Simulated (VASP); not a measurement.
# BaTe (Fm-3m) in VASP: notebook, part 2 of 2

VASP 6.6.1. The steps go on from the part before.

## Step 3: Single point, r2SCAN

The input, INCAR:

```
SYSTEM = BaTe
ADDGRID  = .FALSE.      
ALGO     = Normal         ! electronic algorithm
EDIFF    = 1E-6           ! SCF threshold, eV
ENCUT    = 400            ! plane-wave cutoff, eV
ISIF     = 2              ! what is computed and relaxed
ISMEAR   = 0              ! smearing method
LASPH    = .TRUE.         ! aspherical terms in the spheres
LCHARG   = .FALSE.        ! write CHGCAR
LMIXTAU  = .TRUE.       
LREAL    = .FALSE.        ! projectors in reciprocal space
LWAVE    = .FALSE.        ! write WAVECAR
METAGGA  = R2SCAN         ! meta-GGA
NELM     = 100            ! most SCF steps
PREC     = Accurate       ! precision mode
SIGMA    = 0.05           ! smearing width, eV
```

The input, KPOINTS:

```
k-points
0
G
  3 3 3
  0 0 0
```

The input, POSCAR:

```
BaTe
1.0
    0.0000000000      3.4100000000      3.4100000000
    3.4100000000      0.0000000000      3.4100000000
    3.4100000000      3.4100000000      0.0000000000
Ba Te
1 1
Direct
    0.0000000000      0.0000000000      0.0000000000
    0.5000000000      0.5000000000      0.5000000000
```

Potentials or basis: VASP PAW PBE potentials, release 64 (Ba_sv, Te).

Launch:

```bash
$ cat potpaw_PBE.64/Ba_sv/POTCAR potpaw_PBE.64/Te/POTCAR > POTCAR
$ mpirun -np 1 vasp_std > vasp.out
```

OUTCAR:

```text
SYSTEM = BaTe
   EDIFF = 1E-6
   ENCUT = 400
   ISIF = 2
   ISMEAR = 0
   LASPH = .TRUE.
   LREAL = .FALSE.
   METAGGA = R2SCAN
   NELM = 100
   PREC = Accurate

 Found      4 irreducible k-points:

 Following reciprocal coordinates:
            Coordinates               Weight
  0.000000  0.000000  0.000000      1.000000
  0.333333  0.000000  0.000000      8.000000
  0.333333  0.333333  0.000000      6.000000
 -0.333333  0.333333  0.000000     12.000000
   k-points           NKPTS =      4   k-points in BZ     NKDIM =      4   number of bands    NBANDS=     12
   number of dos      NEDOS =    301   number of ions     NIONS =      2
   total plane-waves  NPLWV =  32768
   dimension x,y,z NGX =    32 NGY =   32 NGZ =   32
   dimension x,y,z NGXF=    64 NGYF=   64 NGZF=   64
   ions per type =               1   1
   NGX,Y,Z   is equivalent  to a cutoff of  11.03, 11.03, 11.03 a.u.
   NGXF,Y,Z  is equivalent  to a cutoff of  22.06, 22.06, 22.06 a.u.
 SYSTEM =  BaTe
   PREC   = accura    normal or accurate (medium, high low for compatibility)
   ISTART =      0    job   : 0-new  1-cont  2-samecut
   ICHARG =      2    charge: 1-file 2-atom 10-const
   ISPIN  =      1    spin polarized calculation?
   LNONCOLLINEAR =      F non collinear calculations
   LSORBIT =      F    spin-orbit coupling
   LASPH  =      T    aspherical Exc in radial PAW
   ENCUT  =  400.0 eV  29.40 Ry    5.42 a.u.   7.86  7.86  7.86*2*pi/ulx,y,z
   NELM   =    100;   NELMIN=  2; NELMDL= -5     # of ELM steps
   EDIFF  = 0.1E-05   stopping-criterion for ELM
   LREAL  =      F    real-space projection
   EDIFFG = 0.1E-04   stopping-criterion for IOM
   NSW    =      0    number of steps for IOM
   IBRION =     -1    ionic relax: 0-MD 1-quasi-New 2-CG
   NFREE  =      0    steps in history (QN), initial steepest desc. (CG)
   ISIF   =      2    stress and relaxation
   ISYM   =      2    0-nonsym 1-usesym 2-fastsym
   POTIM  = 0.5000    time-step for ionic-motion
   TEBEG  =    0.0;   TEEND  =   0.0 temperature during run
   PSTRESS=    0.0 pullay stress
   NELECT =      16.0000    total number of electrons
   NUPDOWN=      -1.0000    fix difference up-down
   EMIN   =  10.00;   EMAX   =-10.00  energy-range for DOS
   EFERMI =   0.00;   METHOD = LEGACY
   ISMEAR =     0;   SIGMA  =   0.05  broadening in eV -4-tet -1-fermi 0-gaus
   EFERMI_NEDOS =   21; number of points for ismear=-14 and -15
   IALGO  =     38    algorithm
   IMIX   =      4    mixing-type and parameters
     AMIX     =   0.40;   BMIX     =  1.00
     AMIX_MAG =   1.60;   BMIX_MAG =  1.00
  volume/ion in A,a.u.               =      39.65       267.58
  Fermi-wavevector in a.u.,A,eV,Ry     =   0.960175  1.814468 12.543704  0.921936
  Thomas-Fermi vector in A             =   2.089436
   LORBIT       =      0    0 simple, 1 ext, 2 COOP (PROOUT), +10 PAW based schemes
   METAGGA = R2SCAN    functional components
   LHFCALC =     F    Hartree Fock is set to
   AEXX    =    0.0000 exact exchange contribution
   IVDW    =     0    specifies the selected vdW correction
   LEPSILON=     F    determine dielectric tensor
   LRPA    =     F    only Hartree local field effects (RPA)
 non-spin polarized calculation
 Gauss-broadening in eV      SIGMA  =   0.05
  energy-cutoff  :      400.00
  volume of cell :       79.30
 maximum number of plane-waves:      1459
   NGX = 15   NGY = 15   NGZ = 15

 number of electron      16.0000000 magnetization

 Free energy of the ion-electron system (eV)
  ---------------------------------------------------
  ext. energy  EPLUGINS =         0.00000000
  ---------------------------------------------------
  free energy    TOTEN  =       -55.85200417 eV

  energy without entropy =      -55.85200417  energy(sigma->0) =      -55.85200417

 E-fermi :   2.8943     XC(G=0):  -8.9575

 val. band max:        2.6181770145   @ k =   0.0000   0.0000   0.0000
 cond. band min:       4.5601020180   @ k =   0.3333   0.3333   0.0000
 fundamental gap:      1.9419250036
 Fermi energy:         2.8943461000

 k-point     1 :       0.0000    0.0000    0.0000
  band No.  band energies     occupation
      1     -25.0426      2.00000
      2      -9.7911      2.00000
      3      -9.7911      2.00000
      4      -9.7911      2.00000
      5      -7.3786      2.00000
      6       2.6182      2.00000
      7       2.6182      2.00000
      8       2.6182      2.00000
      9       5.8670      0.00000
     10       5.8670      0.00000
     11       5.8670      0.00000
     12       6.5418      0.00000
[... 31 lines left out ...]
 k-point     4 :      -0.3333    0.3333    0.0000
  band No.  band energies     occupation
      1     -25.0155      2.00000
      2     -10.1749      2.00000
      3      -9.9984      2.00000
      4      -9.8442      2.00000
      5      -6.7101      2.00000
      6       0.8838      2.00000
      7       1.5581      2.00000
      8       1.5715      2.00000
      9       6.2061      0.00000
     10       7.7911      0.00000
     11       8.0211      0.00000
     12       8.4001      0.00000

------------------------ aborting loop because EDIFF is reached ----------------------------------------

  FORCE on cell =-STRESS in cart. coord.  units (eV):
  Direction    XX          YY          ZZ          XY          YZ          ZX
  --------------------------------------------------------------------------------------
  -------------------------------------------------------------------------------------
  Total        2.3921468      2.3921468      2.3921468      0.0000000     -0.0000000     -0.0000000
  in kB       48.3287185     48.3287185     48.3287185      0.0000000     -0.0000000     -0.0000000
  external PRESSURE =      48.3287185 kB  Pullay stress =       0.0000000 kB

 VOLUME and BASIS-vectors are now :
 -----------------------------------------------------------------------------
  energy-cutoff  :      400.00
  volume of cell :       79.30
      direct lattice vectors                 reciprocal lattice vectors
     0.000000000  3.410000000  3.410000000    -0.146627566  0.146627566  0.146627566
     3.410000000  0.000000000  3.410000000     0.146627566 -0.146627566  0.146627566
     3.410000000  3.410000000  0.000000000     0.146627566  0.146627566 -0.146627566

 POSITION                                       TOTAL-FORCE (eV/Angst)
 -----------------------------------------------------------------------------------
      0.00000      0.00000      0.00000        -0.000000     -0.000000     -0.000000
      3.41000      3.41000      3.41000         0.000000      0.000000      0.000000
 -----------------------------------------------------------------------------------
    total drift:                                0.000000     -0.000000     -0.000000

  FREE ENERGIE OF THE ION-ELECTRON SYSTEM (eV)
  ---------------------------------------------------
  free  energy   TOTEN  =       -55.8520041681 eV

  energy  without entropy=      -55.8520041681  energy(sigma->0) =      -55.85200417
```

OSZICAR:

```text
N       E                     dE             d eps       ncg     rms          rms(c)
DAV:   1     0.327671443962E+02    0.32767E+02   -0.57685E+03    96   0.942E+02
DAV:   2    -0.539577928792E+02   -0.86725E+02   -0.83073E+02   132   0.176E+02
DAV:   3    -0.591005096229E+02   -0.51427E+01   -0.51069E+01   128   0.478E+01
[... 14 lines left out ...]
DAV:  18    -0.558519343227E+02    0.31748E-04   -0.62397E-06   124   0.261E-02    0.283E-02
DAV:  19    -0.558520043577E+02   -0.70035E-04   -0.39863E-05    96   0.746E-02    0.416E-03
DAV:  20    -0.558520056215E+02   -0.12638E-05   -0.26716E-06    96   0.195E-02    0.272E-03
DAV:  21    -0.558520045143E+02    0.11071E-05   -0.15582E-07    80   0.452E-03    0.202E-03
DAV:  22    -0.558520041681E+02    0.34622E-06   -0.41557E-07    64   0.679E-03
   1 F= -.55852004E+02 E0= -.55852004E+02  d E =-.176521E-15
```

Wall time 40 s (1 thread of AMD EPYC 7R43 (Zen 3), shared host); peak memory 0.15 GiB.

The run converged, but some of its settings lie outside the range that counts as converged, so its numbers aren't taken as properties of the crystal.

What came out:

```yaml
Free_energy: -55.8520 eV
Pressure: 4.8 GPa
Band_gap_on_the_k_mesh: 1.94 eV, indirect (least direct gap 2.32 eV)
```

Caveat: the k mesh is coarse (spacing up to 0.53 Å⁻¹), so the values aren't converged; the PAW data sets were made with another functional, which shifts forces and pressure a little; spin-orbit coupling is left out, which moves the levels of the heavy elements; an odd mesh through Γ misses points on the zone boundary, where band edges often lie.

## Step 4: Single point, r2SCAN

INCAR is that of step 3.

KPOINTS is that of step 3.

The input, POSCAR:

```
BaTe
1.0
    0.0000000000      3.4100000000      3.4100000000
    3.4100000000      0.0000000000      3.4100000000
    3.4100000000      3.4100000000      0.0000000000
Ba Te
1 1
Direct
   -0.0114420000     -0.0073020000      0.0189620000
    0.5174540000      0.4974090000      0.5124580000
```

Launch:

```bash
$ cat potpaw_PBE.64/Ba_sv/POTCAR potpaw_PBE.64/Te/POTCAR > POTCAR
$ mpirun -np 1 vasp_std > vasp.out
```

Wall time 96 s (1 thread of AMD EPYC 7R43 (Zen 3), shared host); peak memory 0.15 GiB.

The run converged, but some of its settings lie outside the range that counts as converged, so its numbers aren't taken as properties of the crystal.

What came out:

| Quantity | Value |
| --- | --- |
| Free energy | -55.8252 eV |
| Pressure | 5.0 GPa |
| Largest force | 0.398 eV/Å |
| Band gap on the k mesh | 2.00 eV, indirect (least direct gap 2.35 eV) |

Caveat: the k mesh is coarse (spacing up to 0.53 Å⁻¹), so the values aren't converged; the PAW data sets were made with another functional, which shifts forces and pressure a little; spin-orbit coupling is left out, which moves the levels of the heavy elements; an odd mesh through Γ misses points on the zone boundary, where band edges often lie.

## Step 5: Single point, r2SCAN

INCAR: that of step 4 with these lines changed.

```diff
@@ -4,3 +4,3 @@
 EDIFF    = 1E-6           ! SCF threshold, eV
-ENCUT    = 400            ! plane-wave cutoff, eV
+ENCUT    = 450            ! plane-wave cutoff, eV
 ISIF     = 2              ! what is computed and relaxed
```

KPOINTS is that of step 4.

The input, POSCAR:

```
BaTe
1.0
    0.0000000000      3.4100000000      3.4100000000
    3.4100000000      0.0000000000      3.4100000000
    3.4100000000      3.4100000000      0.0000000000
Ba Te
1 1
Direct
    0.0000000000      0.0000000000      0.0000000000
    0.5000000000      0.5000000000      0.5000000000
```

Launch:

```bash
$ cat potpaw_PBE.64/Ba_sv/POTCAR potpaw_PBE.64/Te/POTCAR > POTCAR
$ mpirun -np 1 vasp_std > vasp.out
```

Run time: 62 s. Hardware: 1 thread of AMD EPYC 7R43 (Zen 3), shared host; peak memory 0.18 GiB.

These settings aren't checked as converged: the numbers below hold their error.

Results:

```
Free energy            : -55.8525 eV
Pressure               : 4.8 GPa
Band gap on the k mesh : 1.94 eV, indirect (least direct gap 2.32 eV)
```

Caveat: the k mesh is coarse (spacing up to 0.53 Å⁻¹), so the values aren't converged; the PAW data sets were made with another functional, which shifts forces and pressure a little; spin-orbit coupling is left out, which moves the levels of the heavy elements; an odd mesh through Γ misses points on the zone boundary, where band edges often lie.

## Step 6: The reference run

An earlier run on the cell as given: functional PBE; potentials or basis VASP PAW PBE potentials, release 64 (Ba_sv, Te); cutoff 520 eV; k mesh 7 × 7 × 7; occupations fermi-dirac, width 0.05 eV; no spin polarisation.

- Pressure: 4.2 GPa
- Band gap on the k mesh: 1.38 eV, indirect (least direct gap 1.76 eV)
